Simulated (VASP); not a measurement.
# PbSe (Clausthalite) (Fm-3m) in VASP: further runs

PbSe (Clausthalite) is run at these levels: PBE; tasks: single point.

Program: VASP 6.6.1. These are calculated values, not measurements. Logs are shortened: lines on timing, memory, paths and dates and some standing lists are left out, and cuts for length are marked.

**Measured values to compare with.**

From a printed reference work, monograph, for a bulk crystal of PbSe at 300 K: band gap 0.28 eV (direct).

The results are compared with them further down.

### Step 1. The cell of the first run

It takes space group Fm-3m (No. 225, cubic). Conventional cell: a = 6.018 Å, b = 6.018 Å, c = 6.018 Å, α = 90.00°, β = 90.00°, γ = 90.00°. Within 4.0 Å of Pb (site symmetry m-3m) lie 6 Se at 3.01 Å. Within 4.0 Å of Se (site symmetry m-3m) lie 6 Pb at 3.01 Å.

### Step 2. Single point, PBE

The input, INCAR:

```
SYSTEM = PbSe
PREC     = Accurate       ! precision mode
ENCUT    = 500            ! plane-wave cutoff, eV
EDIFF    = 1E-6           ! SCF threshold, eV
ISMEAR   = 0              ! smearing method
SIGMA    = 0.01           ! smearing width, eV
LREAL    = .False.        ! projectors in reciprocal space
LASPH    = .True.         ! aspherical terms in the spheres
NELM     = 120            ! most SCF steps
ALGO     = Normal         ! electronic algorithm
ISIF     = 2              ! what is computed and relaxed
LWAVE    = .False.        ! write WAVECAR
LCHARG   = .False.        ! write CHGCAR
GGA      = PE             ! functional
NBANDS   = 17             ! bands
GGA_COMPAT= .False.
```

The input, KPOINTS:

```
Automatic mesh
0
Gamma
  6 6 6
  0 0 0
```

The input, POSCAR:

```
PbSe
1.0
    0.0000000000      3.0087645527      3.0087645527
    3.0087645527      0.0000000000      3.0087645527
    3.0087645527      3.0087645527      0.0000000000
Pb Se
1 1
Direct
    0.0000000000      0.0000000000      0.0000000000
    0.5000000000      0.5000000000      0.5000000000
```

Potentials or basis: VASP PAW PBE potentials, release 64 (Pb_d, Se).

Command:

```sh
cat potpaw_PBE.64/Pb_d/POTCAR potpaw_PBE.64/Se/POTCAR > POTCAR
mpirun -np 1 vasp_std > vasp.out
```

OUTCAR:

```text
SYSTEM = PbSe
   PREC = Accurate
   ENCUT = 500
   EDIFF = 1E-6
   ISMEAR = 0
   LREAL = .False.
   LASPH = .True.
   NELM = 120
   ISIF = 2
   GGA = PE

 ion  position               nearest neighbor table
   1  0.000  0.000  0.000-   2 3.01   2 3.01   2 3.01   2 3.01   2 3.01   2 3.01
   2  0.500  0.500  0.500-   1 3.01   1 3.01   1 3.01   1 3.01   1 3.01   1 3.01

  LATTYP: Found a face centered cubic cell.
 ALAT       =     6.0175291054

  Lattice vectors:

 A1 = (   0.0000000000,   3.0087645527,   3.0087645527)
 A2 = (   3.0087645527,   0.0000000000,   3.0087645527)
 A3 = (   3.0087645527,   3.0087645527,   0.0000000000)

Analysis of symmetry for initial positions (statically):
=====================================================================
 Subroutine PRICEL returns:
 Original cell was already a primitive cell.

 Routine SETGRP: Setting up the symmetry group for a
 face centered cubic supercell.

 Subroutine GETGRP returns: Found 48 space group operations
 (whereof 48 operations were pure point group operations)
 out of a pool of 48 trial point group operations.

The static configuration has the point symmetry O_h .

Analysis of symmetry for dynamics (positions and initial velocities):
=====================================================================
 Subroutine PRICEL returns:
 Original cell was already a primitive cell.

 Routine SETGRP: Setting up the symmetry group for a
 face centered cubic supercell.

 Subroutine GETGRP returns: Found 48 space group operations
 (whereof 48 operations were pure point group operations)
 out of a pool of 48 trial point group operations.

The dynamic configuration has the point symmetry O_h .

 Subroutine INISYM returns: Found 48 space group operations
 (whereof 48 operations are pure point group operations),
 and found     1 'primitive' translations

----------------------------------------------------------------------------------------

                                     Primitive cell

  volume of cell :      54.4747

  direct lattice vectors                    reciprocal lattice vectors
     0.000000000  3.008764553  3.008764553    -0.166181165  0.166181165  0.166181165
     3.008764553  0.000000000  3.008764553     0.166181165 -0.166181165  0.166181165
     3.008764553  3.008764553  0.000000000     0.166181165  0.166181165 -0.166181165

  length of vectors
     4.255035636  4.255035636  4.255035636     0.287834222  0.287834222  0.287834222

  position of ions in fractional coordinates (direct lattice)
     0.000000000  0.000000000  0.000000000
     0.500000000  0.500000000  0.500000000

  ion indices of the primitive-cell ions
   primitive index   ion index
                 1           1
                 2           2

----------------------------------------------------------------------------------------

 KPOINTS: Automatic mesh

Automatic generation of k-mesh.
 Grid dimensions read from file:
 generate k-points for:    6    6    6

 Generating k-lattice:

  Cartesian coordinates                     Fractional coordinates (reciprocal lattice)
    -0.027696861  0.027696861  0.027696861     0.166666667  0.000000000  0.000000000
     0.027696861 -0.027696861  0.027696861     0.000000000  0.166666667  0.000000000
     0.027696861  0.027696861 -0.027696861     0.000000000  0.000000000  0.166666667

  Length of vectors
     0.047972370  0.047972370  0.047972370

  Shift w.r.t. Gamma in fractional coordinates (k-lattice)
     0.000000000  0.000000000  0.000000000

 Subroutine IBZKPT returns following result:
 ===========================================

 Found     16 irreducible k-points:

 Following reciprocal coordinates:
            Coordinates               Weight
  0.000000  0.000000  0.000000      1.000000
  0.166667  0.000000  0.000000      8.000000
  0.333333  0.000000  0.000000      8.000000
  0.500000  0.000000  0.000000      4.000000
  0.166667  0.166667  0.000000      6.000000
  0.333333  0.166667  0.000000     24.000000
[... 8 lines left out ...]
 -0.333333  0.333333  0.166667     24.000000
 -0.333333  0.500000  0.166667     12.000000
   k-points           NKPTS =     16   k-points in BZ     NKDIM =     16   number of bands    NBANDS=     17
   number of dos      NEDOS =    301   number of ions     NIONS =      2
   total plane-waves  NPLWV =  32768
   dimension x,y,z NGX =    32 NGY =   32 NGZ =   32
   dimension x,y,z NGXF=    64 NGYF=   64 NGZF=   64
   ions per type =               1   1
   NGX,Y,Z   is equivalent  to a cutoff of  12.50, 12.50, 12.50 a.u.
   NGXF,Y,Z  is equivalent  to a cutoff of  25.01, 25.01, 25.01 a.u.
 SYSTEM =  PbSe
   PREC   = accura    normal or accurate (medium, high low for compatibility)
   ISTART =      0    job   : 0-new  1-cont  2-samecut
   ICHARG =      2    charge: 1-file 2-atom 10-const
   ISPIN  =      1    spin polarized calculation?
   LNONCOLLINEAR =      F non collinear calculations
   LSORBIT =      F    spin-orbit coupling
   LASPH  =      T    aspherical Exc in radial PAW
   ENCUT  =  500.0 eV  36.75 Ry    6.06 a.u.   7.76  7.76  7.76*2*pi/ulx,y,z
   NELM   =    120;   NELMIN=  2; NELMDL= -5     # of ELM steps
   EDIFF  = 0.1E-05   stopping-criterion for ELM
   LREAL  =      F    real-space projection
   EDIFFG = 0.1E-04   stopping-criterion for IOM
   NSW    =      0    number of steps for IOM
   IBRION =     -1    ionic relax: 0-MD 1-quasi-New 2-CG
   NFREE  =      0    steps in history (QN), initial steepest desc. (CG)
   ISIF   =      2    stress and relaxation
   ISYM   =      2    0-nonsym 1-usesym 2-fastsym
   POTIM  = 0.5000    time-step for ionic-motion
   TEBEG  =    0.0;   TEEND  =   0.0 temperature during run
   PSTRESS=    0.0 pullay stress
   NELECT =      20.0000    total number of electrons
   NUPDOWN=      -1.0000    fix difference up-down
   EMIN   =  10.00;   EMAX   =-10.00  energy-range for DOS
   EFERMI =   0.00;   METHOD = LEGACY
   ISMEAR =     0;   SIGMA  =   0.01  broadening in eV -4-tet -1-fermi 0-gaus
   EFERMI_NEDOS =   21; number of points for ismear=-14 and -15
   IALGO  =     38    algorithm
   IMIX   =      4    mixing-type and parameters
     AMIX     =   0.40;   BMIX     =  1.00
     AMIX_MAG =   1.60;   BMIX_MAG =  1.00
  volume/ion in A,a.u.               =      27.24       183.81
  Fermi-wavevector in a.u.,A,eV,Ry     =   1.172249  2.215230 18.696695  1.374168
  Thomas-Fermi vector in A             =   2.308681
   LORBIT       =      0    0 simple, 1 ext, 2 COOP (PROOUT), +10 PAW based schemes
   GGA     = PE    functional components
   LHFCALC =     F    Hartree Fock is set to
   AEXX    =    0.0000 exact exchange contribution
   IVDW    =     0    specifies the selected vdW correction
   LEPSILON=     F    determine dielectric tensor
   LRPA    =     F    only Hartree local field effects (RPA)
 non-spin polarized calculation
 Gauss-broadening in eV      SIGMA  =   0.01
  energy-cutoff  :      500.00
  volume of cell :       54.47
 maximum number of plane-waves:      1411
   NGX = 15   NGY = 15   NGZ = 15

 number of electron      20.0000003 magnetization

 Free energy of the ion-electron system (eV)
  ---------------------------------------------------
  ext. energy  EPLUGINS =         0.00000000
  ---------------------------------------------------
  free energy    TOTEN  =        -8.11005553 eV

  energy without entropy =       -8.11005553  energy(sigma->0) =       -8.11005553

 E-fermi :   5.8335     XC(G=0):  -9.7709

 val. band max:        5.7733964038   @ k =   0.5000   0.0000   0.0000
 cond. band min:       5.8812184262   @ k =   0.5000   0.0000   0.0000
 fundamental gap:      0.1078220225
 Fermi energy:         5.8335285727

 k-point     1 :       0.0000    0.0000    0.0000
  band No.  band energies     occupation
      1     -11.2078      2.00000
      2     -11.2078      2.00000
      3     -11.2078      2.00000
      4     -11.2066      2.00000
      5     -11.2066      2.00000
      6      -8.3273      2.00000
[... 9 lines left out ...]
     16      12.1200      0.00000
     17      13.7228      0.00000

 k-point     2 :       0.1667    0.0000    0.0000
  band No.  band energies     occupation
      1     -11.2146      2.00000
      2     -11.2146      2.00000
      3     -11.2068      2.00000
      4     -11.1975      2.00000
      5     -11.1975      2.00000
      6      -8.1003      2.00000
[... 9 lines left out ...]
     16      12.7259      0.00000
     17      15.6740      0.00000

 k-point     3 :       0.3333    0.0000    0.0000
  band No.  band energies     occupation
      1     -11.2302      2.00000
      2     -11.2302      2.00000
      3     -11.2056      2.00000
      4     -11.1773      2.00000
      5     -11.1773      2.00000
      6      -7.5290      2.00000
[... 9 lines left out ...]
     16      14.2181      0.00000
     17      17.8263      0.00000

 k-point     4 :       0.5000    0.0000    0.0000
  band No.  band energies     occupation
      1     -11.2379      2.00000
      2     -11.2379      2.00000
      3     -11.2053      2.00000
      4     -11.1671      2.00000
      5     -11.1671      2.00000
      6      -7.1346      2.00000
[... 9 lines left out ...]
     16      15.8359      0.00000
     17      16.0098      0.00000
[... 183 lines left out ...]
      1     -11.2930      2.00000
      2     -11.2109      2.00000
      3     -11.2086      2.00000
      4     -11.1741      2.00000
      5     -11.1678      2.00000
      6      -7.0660      2.00000
[... 9 lines left out ...]
     16      16.0049      0.00000
     17      16.4291      0.00000

 k-point    15 :      -0.3333    0.3333    0.1667
  band No.  band energies     occupation
      1     -11.3051      2.00000
      2     -11.2155      2.00000
      3     -11.1927      2.00000
      4     -11.1883      2.00000
      5     -11.1598      2.00000
      6      -6.7790      2.00000
[... 9 lines left out ...]
     16      17.1288      0.00000
     17      17.2563      0.00000

 k-point    16 :      -0.3333    0.5000    0.1667
  band No.  band energies     occupation
      1     -11.3418      2.00000
      2     -11.2120      2.00000
      3     -11.2003      2.00000
      4     -11.1733      2.00000
      5     -11.1529      2.00000
      6      -6.6581      2.00000
[... 9 lines left out ...]
     16      17.6078      0.00000
     17      18.4021      0.00000

------------------------ aborting loop because EDIFF is reached ----------------------------------------

  FORCE on cell =-STRESS in cart. coord.  units (eV):
  Direction    XX          YY          ZZ          XY          YZ          ZX
  --------------------------------------------------------------------------------------
  -------------------------------------------------------------------------------------
  Total        1.9159263      1.9159263      1.9159263     -0.0000000      0.0000000      0.0000000
  in kB       56.3501114     56.3501114     56.3501114     -0.0000000      0.0000000      0.0000000
  external PRESSURE =      56.3501114 kB  Pullay stress =       0.0000000 kB

 VOLUME and BASIS-vectors are now :
 -----------------------------------------------------------------------------
  energy-cutoff  :      500.00
  volume of cell :       54.47
      direct lattice vectors                 reciprocal lattice vectors
     0.000000000  3.008764553  3.008764553    -0.166181165  0.166181165  0.166181165
     3.008764553  0.000000000  3.008764553     0.166181165 -0.166181165  0.166181165
     3.008764553  3.008764553  0.000000000     0.166181165  0.166181165 -0.166181165

 POSITION                                       TOTAL-FORCE (eV/Angst)
 -----------------------------------------------------------------------------------
      0.00000      0.00000      0.00000        -0.000000     -0.000000     -0.000000
      3.00876      3.00876      3.00876         0.000000      0.000000      0.000000
 -----------------------------------------------------------------------------------
    total drift:                                0.000000     -0.000000     -0.000000

  FREE ENERGIE OF THE ION-ELECTRON SYSTEM (eV)
  ---------------------------------------------------
  free  energy   TOTEN  =        -8.1100555278 eV

  energy  without entropy=       -8.1100555278  energy(sigma->0) =       -8.11005553
```

Wall time 13 s (1 thread of Intel Xeon 6975P-C, shared host); peak memory 0.17 GiB.

What came out:

| Item | Value |
| --- | --- |
| Free energy | -8.1101 eV |
| Pressure | 5.6 GPa |
| Band gap on the k mesh | 0.11 eV, direct |

Caveat: spin-orbit coupling is left out, which moves the levels of the heavy elements.

[end of part 1 of 2]
